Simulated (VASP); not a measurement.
**MgS (strained rocksalt): one PBE single-point calculation in two programs**

```yaml
crystal:
  lattice:
    - [0.00000, 2.73159, 2.53327]
    - [2.73159, 0.00000, 2.53327]
    - [2.73159, 2.73159, 0.00000]
  atoms:
    - { symbol: Mg, position: [0.00000, 0.00000, 0.00000] }
    - { symbol: S, position: [0.50000, 0.50000, 0.50000] }
```

Datasets and cutoffs are each program's own. VASP's cell holds 8 valence electrons and Ansatz's 16. Ansatz's stress includes a Pulay correction; VASP's doesn't.

Cutoffs: 520 eV in VASP, 420 eV in Ansatz. k meshes: 8×8×8 and 8×8×8.

```csv
,VASP,Ansatz
gap between bands v and c,2.36 eV,2.37 eV
least direct gap,3.07 eV,3.09 eV
pressure,-3.2 GPa,-2.9 GPa
```

Band v is the last that the valence electrons fill when counted band by band, and c is the next. Levels in eV from the top of v, Ansatz:

```tsv
point	v−1	v	c	c+1
Γ	0.00	0.00	3.09	7.63
X	-1.85	-1.22	2.68	4.59
K	-2.96	-1.52	3.46	6.19
L	-0.72	-0.56	4.28	6.33
W	-3.08	-2.10	4.66	7.38
```

VASP:

```json
{"point": "Γ", "v−1": "0.00", "v": "0.00", "c": "3.07", "c+1": "7.67"}
{"point": "X", "v−1": "-1.85", "v": "-1.23", "c": "2.66", "c+1": "4.60"}
{"point": "K", "v−1": "-2.97", "v": "-1.52", "c": "3.44", "c+1": "6.21"}
{"point": "L", "v−1": "-0.72", "v": "-0.56", "c": "4.28", "c+1": "6.34"}
{"point": "W", "v−1": "-3.08", "v": "-2.10", "c": "4.65", "c+1": "7.40"}
```
